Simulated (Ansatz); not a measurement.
## P: random displacements

All numbers below come from DFT PBEsol, scalar-relativistic, plane waves, PAW (Ansatz 0.2.0). Cutoff 420 eV, Γ-centred 4×4×4 k-points, Gaussian smearing of 0.05 eV. Collinear spins, started from moments 3.2, 3.2, 3.2, 3.2 μB in atom order; the magnetic state may not be the lowest. Energies are free energies at this smearing, counted from the undisturbed cell; pressure is positive in compression.

The undisturbed cell (relaxed at this level; this form isn't the usual structure):

```
CELL_PARAMETERS angstrom
9.20000 0.00000 0.00000
0.00000 9.20000 0.00000
0.00000 0.00000 7.40000
ATOMIC_POSITIONS crystal
P 0.50000 0.50000 0.00000
P 0.00000 0.00000 0.00000
P 0.00000 0.50000 0.62500
P 0.50000 0.00000 0.37500
```

The atoms are displaced (Å, in the unstrained cell):

```tsv
atom	ux	uy	uz
P1	-0.125	-0.113	-0.251
P2	0.716	-0.180	0.128
P3	-0.221	-0.097	0.433
P4	-0.370	0.390	-0.309
```

Strain (Voigt, engineering shear): (0.0172, 0.0086, -0.0153, 0.0111, -0.0063, -0.0325).

Problem. What are the energy change, the stress and the forces?

Solution. ΔE = 3.3 meV/atom; stress (xx, yy, zz, yz, xz, xy; compression positive) (0.03, 0.00, 0.01, 0.00, 0.02, 0.00) GPa; gap on the mesh 1.80 eV.
```
atom Fx (eV/Å) Fy Fz
  P1       0.00  0.00   0.00
  P2      -0.03  0.00  -0.02
  P3       0.00  0.00   0.00
  P4       0.03  0.00   0.02
```

Cost: 1 run of about 1 core-minutes, on Intel Xeon 6975P-C (Granite Rapids) (shared hosts).